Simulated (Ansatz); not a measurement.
# Random displacements in C

These are results of DFT r2SCAN, scalar-relativistic, plane waves, PAW (Ansatz 0.2.0), not measurements. Settings: plane waves to 500 eV, k-mesh 12×12×4 (Γ-centred), Gaussian smearing 0.05 eV. No spin polarisation. Energies are free energies at this smearing, counted from the undisturbed cell; pressure is positive in compression.

Zero of the scan (as given, not relaxed at this level):

```
CELL_PARAMETERS angstrom
2.52210 0.00000 0.00000
-1.26105 2.18420 0.00000
0.00000 0.00000 8.23710
ATOMIC_POSITIONS crystal
C 0.00000 0.00000 0.09375
C 0.00000 0.00000 0.59375
C 0.00000 0.00000 0.40625
C 0.00000 0.00000 0.90625
C 0.33333 0.66667 0.15625
C 0.66667 0.33333 0.65625
C 0.33333 0.66667 0.34375
C 0.66667 0.33333 0.84375
```

The atoms are displaced (Å, in the unstrained cell):

```tsv
atom	ux	uy	uz
C1	0.311	-0.172	-0.090
C2	0.379	0.352	-0.101
C3	-0.194	-0.470	0.116
C4	-0.594	-0.079	0.077
C5	-0.016	-0.272	-0.157
C6	-0.107	-0.079	0.164
C7	-0.257	0.389	-0.210
C8	0.477	0.332	0.200
```

Strain (Voigt, engineering shear): (0.0060, 0.0050, -0.0112, -0.0117, -0.0057, 0.0189).

Question: What are the energy change, the stress and the forces?

Answer: ΔE = 2431.3 meV/atom; stress (xx, yy, zz, yz, xz, xy; compression positive) (42.75, 96.81, 77.33, -37.25, 3.88, -0.81) GPa.
```
atom Fx (eV/Å) Fy Fz
  C1     -10.50    4.05   -0.93
  C2     -13.48   -4.66  -10.68
  C3       1.93    2.59   -2.46
  C4       5.32  -12.97    3.43
  C5       4.52    0.50    6.95
  C6      13.28    3.94    9.74
  C7       2.86   -3.56    3.65
  C8      -3.93   10.11   -9.70
```

Cost: 1 run of about 1 core-minutes, on Intel Xeon Platinum 8375C (Ice Lake) (shared hosts).